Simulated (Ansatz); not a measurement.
Phonons of Li2O

Level of theory: DFT, PBEsol, scalar-relativistic, no spin polarisation; plane waves to 420 eV with PAW datasets (Ansatz 0.2.0), Gaussian smearing of 0.05 eV; PAW files: Ansatz's generated set soft_2.

```yaml
crystal:
  lattice:
    - [0.00000, 2.29010, 2.29010]
    - [2.29010, 0.00000, 2.29010]
    - [2.29010, 2.29010, 0.00000]
  atoms:
    - { symbol: Li, position: [0.25000, 0.25000, 0.25000] }
    - { symbol: Li, position: [0.75000, 0.75000, 0.75000] }
    - { symbol: O, position: [0.00000, 0.00000, 0.00000] }
```

The chain of runs began from a cell as deposited in COD, expanded in volume.

Force constants come from finite displacements in a 2×2×2 supercell (the unit cell's 8×8×8 k-mesh, folded to it); the long-range dipole term is included. Points in reciprocal vectors of this cell: Γ = (0.000, 0.000, 0.000), X = (0.500, 0.000, 0.500), U = (0.625, 0.250, 0.625), K = (0.375, 0.375, 0.750), L = (0.500, 0.500, 0.500), W = (0.500, 0.250, 0.750).

Frequencies at the named points (cm⁻¹, imaginary ones negative):
| point | ω (cm⁻¹) |
| --- | --- |
| Γ | 0 0 0 443 443 535 535 535 706 |
| X | 233 277 277 365 365 465 590 590 728 |
| U | 239 323 350 351 398 433 564 592 690 |
| K | 239 323 350 351 398 433 564 592 690 |
| L | 278 278 408 455 455 473 473 563 569 |
| W | 232 274 370 410 410 464 464 651 667 |

Problem. Is the structure dynamically stable along this path, and where does the spectrum end?

Solution. Yes: no branch is imaginary beyond numerical noise. The highest frequency is 728 cm⁻¹, at X. Points that don't fit the supercell are interpolated.

Problem. What does the harmonic approximation give for the vibrational free energy, entropy and heat capacity?

Solution. Zero-point energy 80.3 meV/atom.
```csv
T (K),F_vib (meV/atom),S (J/K per mole of atoms),C_V (J/K per mole of atoms)
100,80.0,1.2,3.5
200,76.3,6.4,12.3
300,66.5,12.5,17.5
400,50.6,18.0,20.3
500,29.5,22.7,21.8
600,3.9,26.7,22.7
700,-25.7,30.2,23.2
800,-58.7,33.4,23.6
900,-94.7,36.2,23.9
1000,-133.6,38.7,24.1
```

The highest mode, 728 cm⁻¹, is worth 1050 K. At 300 K the heat capacity has reached 70 % of the classical limit 3R = 24.9 J/K per mole of atoms, since the stiffer modes are still partly frozen out.

It ran for 11 s on 4 threads of Arm Neoverse V2, on a shared host, peak memory 0.69 GiB.

